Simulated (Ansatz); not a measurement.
BeO (wurtzite)

```cif
data_Be2O2
_chemical_formula_sum 'Be2 O2'
_space_group_name_H-M_alt 'P63mc'
_space_group_IT_number 186
_space_group_name_Hall 'P 6c -2c'
_cell_length_a 2.69285
_cell_length_b 2.69285
_cell_length_c 4.37286
_cell_angle_alpha 90.000
_cell_angle_beta 90.000
_cell_angle_gamma 120.000
loop_
_atom_site_label
_atom_site_type_symbol
_atom_site_symmetry_multiplicity
_atom_site_Wyckoff_symbol
_atom_site_fract_x
_atom_site_fract_y
_atom_site_fract_z
_atom_site_occupancy
Be1 Be 2 b 0.66667 0.33333 0.00147 1
O1 O 2 b 0.33333 0.66667 0.12373 1
```

Two coordinates are scanned: the volume, and the ratio of the stretch along z (the conventional c axis) to the stretch across it. Atoms keep their fractional coordinates.

Level of theory: PBEsol (plane waves to 420 eV, PAW, scalar-relativistic; Ansatz, a quantum-chemistry and plane-wave program). k mesh 14×14×8 (Γ-centred), Fermi-Dirac smearing 0.05 eV. Compression counts positive. As the atoms are clamped, bonds stretch with the cell, which overstates energies and stresses. BeO was relaxed with its symmetry unable to fall. 

```tsv
σzz (GPa)	V/V₀ = 0.960	V/V₀ = 0.973	V/V₀ = 0.987	V/V₀ = 1.000	V/V₀ = 1.013	V/V₀ = 1.027	V/V₀ = 1.040
(c/a)/(c/a)₀ = 0.880	57.4	52.1	47.1	42.4	38.0	33.8	29.8
(c/a)/(c/a)₀ = 0.920	39.0	34.5	30.2	26.1	22.3	18.7	15.3
(c/a)/(c/a)₀ = 0.960	23.2	19.3	15.6	12.1	8.8	5.7	2.8
(c/a)/(c/a)₀ = 1.000	?	6.2	3.0	0.0	-2.8	-5.5	-7.9
(c/a)/(c/a)₀ = 1.040	?	-5.2	-7.9	-10.5	-12.9	-15.1	-17.2
(c/a)/(c/a)₀ = 1.080	-12.5	-15.0	-17.4	-19.6	-21.6	-23.5	-25.3
(c/a)/(c/a)₀ = 1.120	-21.3	-23.5	-25.5	-27.4	-29.2	-30.8	?
```

Question: Fill in the missing entries.

Answer: 
- (c/a)/(c/a)₀ = 1.000, V/V₀ = 0.960: 9.6
- (c/a)/(c/a)₀ = 1.040, V/V₀ = 0.960: -2.2
- (c/a)/(c/a)₀ = 1.120, V/V₀ = 1.040: -32.3

(A scan under strain: stresses follow from slopes of the energy per volume, elastic moduli from its curvatures.)
